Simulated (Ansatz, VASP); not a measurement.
**Hg: VASP beside Ansatz**

Contents of INCAR:

```
SYSTEM = Hg
  PREC = Accurate
  ENCUT = 600
  EDIFF = 1E-6
  ISMEAR = 0
  SIGMA = 0.1
  LREAL = .False.
  LASPH = .True.
  NELM = 100
  ALGO = Normal
  ISIF = 3
  LWAVE = .False.
  LCHARG = .False.
  GGA = PE
  IBRION = 2
  NSW = 100
  EDIFFG = -0.005
```

The input KPOINTS:

```
regular mesh
0
Gamma
  16 16 16
  0 0 0
```

File POSCAR:

```
Hg
1.0
   -2.0696950000      2.0696950000      1.8022580000
    2.0696950000     -2.0696950000      1.8022580000
    2.0696950000      2.0696950000     -1.8022580000
Hg
1
Direct
    0.0000000000      0.0000000000      0.0000000000
```

Input for Ansatz:

```yaml
crystal:
  lattice:
    - [-2.069695, 2.069695, 1.802258]
    - [2.069695, -2.069695, 1.802258]
    - [2.069695, 2.069695, -1.802258]
  atoms:
    - { symbol: Hg, position: [0.0, 0.0, 0.0] }
basis:
  ecutwfc: 420
kpoints:
  mp_grid: { grid: [16, 16, 16] }
hamiltonian:
  xc: pbe
scf:
  occupations: { method: gaussian, width: 0.1 }
output:
  forces: true
  stress: true
  eigenvalues: true
relax:
  adjacent_minimum: "off"
  f_tol: 0.005
  max_steps: 80
  cell: { stress_tol: 0.05 }
```

Alike in both runs: task relaxation of cell and atoms; functional PBE; k mesh 16 × 16 × 16; occupations gaussian, width 0.1 eV; no spin polarisation.

```csv
,VASP,Ansatz
version,VASP 6.6.1,Ansatz 0.2.0
potentials or method,"VASP PAW PBE potentials, release 64 (Hg)","scalar-relativistic, plane waves, PAW"
plane-wave cutoff (eV),600,420
valence electrons in the cell,12,20
```

Ansatz gave:

```
gap on the k mesh at the Fermi level, each at its own relaxed structure (eV) : none
relaxed volume (Å³/atom)                                                     : 29.15
relaxed cell length with the largest relative difference (Å)                 : 3.361
energy change over the relaxation (meV/atom)                                 : -4
```

Question: Estimate VASP's values.

Answer: gap on the k mesh at the Fermi level, each at its own relaxed structure (eV): none; relaxed volume (Å³/atom): 29.46; relaxed cell length with the largest relative difference (Å): 3.373; energy change over the relaxation (meV/atom): -3.

A gap of «none» marks a metal or a gap that the smearing closes. The two sets of potentials don't hold the same shells in valence.

Spin-orbit coupling is left out, which matters for the levels of Hg.
